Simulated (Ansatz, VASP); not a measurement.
**One calculation of Na2S, two programs**

```
CELL_PARAMETERS angstrom
0.00000 3.25153 3.25153
3.25153 0.00000 3.25153
3.25153 3.25153 0.00000
ATOMIC_POSITIONS crystal
S 0.00000 0.00000 0.00000
Na 0.75000 0.75000 0.75000
Na 0.25000 0.25000 0.25000
```

Change from the starting cell: volume scaled by 0.98.

Alike in both runs: task single point; functional PBE; k mesh 7 × 7 × 7; occupations fermi-dirac, width 0.05 eV; no spin polarisation.

```csv
,VASP,Ansatz
version,VASP 6.6.1,Ansatz 0.2.0
potentials or method,"VASP PAW PBE potentials, release 64 (S, Na_pv)",Ansatz PAW
plane-wave cutoff (eV),520,420
valence electrons in the cell,20,24
```

```tsv
	VASP	Ansatz	Ansatz less VASP
gap on the k mesh at the Fermi level (eV)	2.54	2.55	+0.003
least direct gap on the mesh (eV)	2.54	2.55	+0.003
pressure (GPa)	0.9	0.9	-0.02
```

With one functional, cell and mesh, what is left measures potentials, basis and numerics. The two sets of potentials don't hold the same shells in valence.

Caveats: odd divisions of the mesh miss points on the zone boundary, where band edges often lie, so the gap on the mesh can be too wide (Ansatz).
